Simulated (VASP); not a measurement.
Wanted: the native input for a VASP 6.6.1 run.

| Property | Result |
| --- | --- |
| Task | single point |
| Functional | PBE |
| Potentials or basis | VASP PAW PBE potentials, release 64 (Cu, I) |
| Cutoff | 520 eV |
| k mesh | 4 × 4 × 4 |
| Occupations | gaussian, width 0.1 eV |
| Spin | collinear spin, typed start |
| Starting moments | [1.0, 0.0] μB |
| Dipole correction | no |
| Further INCAR settings | ALGO = Fast; EDIFF = 1e-06; NBANDS = 20 |

The structure of CuI lies in POSCAR:

```
CuI
1.0
    0.0000000000      2.8620890000      2.8620890000
    2.8620890000      0.0000000000      2.8620890000
    2.8620890000      2.8620890000      0.0000000000
Cu I
1 1
Direct
    0.0000000000      0.0000000000      0.0000000000
    0.5000000000      0.5000000000      0.5000000000
```

Measurements of this composition are mostly on another form, of space group No. 216.

The input as run:

INCAR

```
ALGO     = Fast           # electronic algorithm
EDIFF    = 1E-6           # SCF threshold, eV
ENCUT    = 520            # plane-wave cutoff, eV
GGA      = PE             # functional
ISIF     = 2              # what is computed and relaxed
ISMEAR   = 0              # smearing method
ISPIN    = 2              # spin polarisation
LASPH    = True           # aspherical terms in the spheres
LCHARG   = False          # write CHGCAR
LMAXMIX  = 4              # l up to which the mixer works
LORBIT   = 11             # projections on sites
LREAL    = False          # projectors in reciprocal space
LWAVE    = False          # write WAVECAR
MAGMOM   = 1 0            # initial moments
NBANDS   = 20             # bands
NELM     = 150            # most SCF steps
PREC     = Accurate       # precision mode
SIGMA    = 0.1            # smearing width, eV
```

KPOINTS

```
k-points
0
Gamma
  4 4 4
```

Potentials or basis: VASP PAW PBE potentials, release 64 (Cu, I).

Run with:

```sh
$ cat potpaw_PBE.64/Cu/POTCAR potpaw_PBE.64/I/POTCAR > POTCAR
$ mpirun -np 1 vasp_std > vasp.out
```

Results of the run:

| Item | Value |
| --- | --- |
| Pressure | 0.5 GPa |
| Band gap on the k mesh | none (metal or under the smearing width) |
| Net moment | 0.00 μB per cell |
| Valence electrons inside the program's atomic spheres | Cu 9.81; I 4.29 |

Caveat: the k mesh is coarse (spacing up to 0.48 Å⁻¹), so the values aren't converged; semilocal functionals often make such compounds metallic where correlation or magnetic order opens a gap, which also shifts bond lengths.

Run time: 39 s on 1 thread of Intel(R) Xeon(R) Platinum 8175M CPU @ 2.50GHz (Skylake/Cascade Lake) (shared host), peak memory 0.18 GiB.
